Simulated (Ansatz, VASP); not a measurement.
Two plane-wave programs on CaO

```
Ca O
1.0
     3.99198    0.00000    0.00000
    -1.99599    3.45715    0.00000
     0.00000    0.00000    4.78484
Ca O
2 2
Cartesian
  0.0000 2.3048 3.5886
  1.9960 1.1524 1.1962
  0.0000 2.3048 1.1962
  1.9960 1.1524 3.5886
```

The cell comes from a database or a generator and needn't be the stable form of this composition.

Alike in both runs: task relaxation of cell and atoms; functional LDA; k mesh 9 × 9 × 6; occupations gaussian, width 0.02 eV; no spin polarisation.

|  | VASP | Ansatz |
| --- | --- | --- |
| version | VASP 6.6.1 | Ansatz 0.2.0 |
| potentials or method | VASP PAW LDA potentials, release 64 (Ca_sv, O) | scalar-relativistic, plane waves, PAW |
| plane-wave cutoff (eV) | 600 | 420 |
| valence electrons in the cell | 32 | 32 |

|  | VASP | Ansatz | Ansatz less VASP |
| --- | --- | --- | --- |
| gap on the k mesh at the Fermi level, each at its own relaxed structure (eV) | 3.19 | 3.22 | +0.028 |
| relaxed volume (Å³/atom) | 15.59 | 15.49 | -0.098 |
| relaxed cell length with the largest relative difference (Å) | 4.693 | 4.683 | -0.0099 |
| energy change over the relaxation (meV/atom) | -16 | -19 | -3.6 |

Caveats: an odd mesh through Γ misses points on the zone boundary, where band edges often lie. Expect the measured gap to be larger: semilocal functionals such as LDA lack the derivative discontinuity.
